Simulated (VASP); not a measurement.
# PbSe: optical spectrum of independent particles, by functional and spin-orbit coupling

PbSe, Fmm2 (no. 42), 4 atoms in the cell.

| Functional | Spin-orbit coupling | ε at zero frequency, electronic | Mean energy of the absorption, weighted by Im ε (eV) | Direct gap on the mesh (eV) | Time (s) |
|---|---|---|---|---|---|
| PBE | no | 8.22 | 4.38 | 1.68 | 35 |
| LDA | no | 8.81 | 4.24 | 1.59 | 30 |
| PBEsol | no | 8.49 | 4.32 | 1.64 | 34 |
| r2SCAN | no | 6.92 | 4.77 | 1.98 | 236 |
| SCAN | no | 7.66 | 4.54 | 1.85 | 244 |
| PBE | yes | 9.35 | 4.19 | 1.38 | 231 |

Limits: The 4×4×4 mesh is coarse for a spectrum: peaks stand apart that a denser mesh merges, and ε at zero frequency can be far too high; rows 1, 2, 3, 4, 5: spin-orbit coupling is left out, which can matter with atoms this heavy; the pull between electron and hole is left out; the onset follows the functional's gap, which semilocal functionals usually make too small; ε is the mean of a tensor that differs by direction.

## Input of the first row

INCAR:
```
PREC     = Accurate       # precision mode
ENCUT    = 280            # plane-wave cutoff, eV
ISMEAR   = 0              # smearing method
SIGMA    = 0.02           # smearing width, eV
EDIFF    = 1E-7           # SCF threshold, eV
LASPH    = True           # aspherical terms in the spheres
KPAR     = 4            
LWAVE    = True           # write WAVECAR
LCHARG   = False          # write CHGCAR
LOPTICS  = True           # frequency-dependent dielectric function
ALGO     = Normal         # electronic algorithm
NBANDS   = 44             # bands
NEDOS    = 2000           # points of the DOS
CSHIFT   = 0.1          
GGA      = PE             # functional
```

KPOINTS:
```
k-points
0
Gamma
  4 4 4
```

POSCAR:
```
PbSe
1.0
    0.0000000000     12.0007990000      3.1254420000
    3.1181510000      0.0000000000      3.1254420000
    3.1181510000     12.0007990000      0.0000000000
Pb Se
2 2
Direct
    0.8052670000      0.1907300000      0.8092700000
    0.1907300000      0.8052670000      0.1947330000
    0.2955810000      0.6744230000      0.3255770000
    0.6744230000      0.2955810000      0.7044190000
```

Commands:
```
cat potpaw_PBE.64/Pb_d/POTCAR potpaw_PBE.64/Se/POTCAR > POTCAR
mpirun -np 4 vasp_std > vasp.out
```

Changes of the last row against the first:
```
- NBANDS = 44
+ NBANDS = 88
+ LSORBIT = True
+ MAGMOM = 12*0
+ GGA_COMPAT = False
- vasp_std
+ vasp_ncl
```

VASP 6.6.1 took 35 s on 4 cores (Intel Xeon 6975P-C (Granite Rapids)), a shared host.
